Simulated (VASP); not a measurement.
**Si: Born charges and dielectric tensor with PBEsol**

The system is Si.

```
Si
1.0
     0.00000    2.72185    2.72185
     2.72185    0.00000    2.72185
     2.72185    2.72185    0.00000
Si
2
Direct
  0.50000 0.50000 0.50000
  0.75000 0.75000 0.75000
```

| Property | Result |
| --- | --- |
| Program | VASP 6.6.1 |
| Task | Born charges and dielectric tensor |
| Functional | PBEsol |
| Potentials or basis | VASP PAW PBE potentials, release 64 (Si) |
| Cutoff | 520 eV |
| k mesh | 8 × 8 × 8 |
| Occupations | fermi-dirac, width 0.05 eV |
| Spin | no spin polarisation |
| Further INCAR settings | ALGO = Normal; EDIFF = 1e-08; IBRION = 8 |

* Band gap on the k mesh: 0.51 eV, indirect (least direct gap 2.51 eV)
* Electronic dielectric tensor (diagonal): 14.65
* Born charges (mean of the diagonal): Si +0.00 e
* Highest phonon frequency at Γ: 506 cm⁻¹

Levels at points of the mesh, in eV from the valence-band top:
```
           k point  band 1  band 2  band 3  band 4  band 5  band 6  band 7  band 8
(0.00, 0.00, 0.00)  -11.94    0.00    0.00    0.00    2.51    2.51    2.51    3.24
(0.50, 0.00, 0.00)   -9.61   -6.98   -1.20   -1.20    1.44    3.28    3.28    7.50
(0.50, 0.50, 0.00)   -7.81   -7.81   -2.86   -2.86    0.60    0.60   10.00   10.00
```

Phonon frequencies in cm⁻¹ (negative: imaginary):
```tsv
q point	frequencies
(0.000, 0.000, 0.000)	0 0 0 506 506 506
```

Electronic dielectric tensor:
```
14.65  0.00  0.00
 0.00 14.65  0.00
 0.00  0.00 14.65
```

Born effective charge tensors (e):
atom 1, Si
```
0.00 0.00 0.00
0.00 0.00 0.00
0.00 0.00 0.00
```
atom 2, Si
```
0.00 0.00 0.00
0.00 0.00 0.00
0.00 0.00 0.00
```

It took 5.8 min on 1 thread of AMD EPYC 7571, on a shared host, peak memory 0.21 GiB.

Caveat: the gap is small at this level, which inflates the dielectric constant. A k mesh can miss the band edges.
